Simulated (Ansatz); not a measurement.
Crystal: MoP.

```
CELL_PARAMETERS angstrom
3.22300 0.00000 0.00000
-1.61150 2.79120 0.00000
0.00000 0.00000 3.19100
ATOMIC_POSITIONS crystal
Mo 0.00000 0.00000 0.00000
P 0.33333 0.66667 0.50000
```

Base run:

```yaml
Program: Ansatz 0.2.0
Functional: LDA
Potentials_or_basis: all-electron LAPW, scalar-relativistic
Cutoff: 254 eV (chosen from the basis error)
Basis_error_allowed: 0.001 eV/atom
k_mesh: 10 × 10 × 8
Occupations: fermi-dirac, width 0.05 eV
Spin: no spin polarisation
```

Its results: pressure -7.3 GPa.

Question: The run is repeated on the same cell with these changes: functional from LDA to BLYP. What comes out?

Answer: Pressure 13.5 GPa.

BLYP binds less tightly than LDA, so the same cell stands under more pressure.
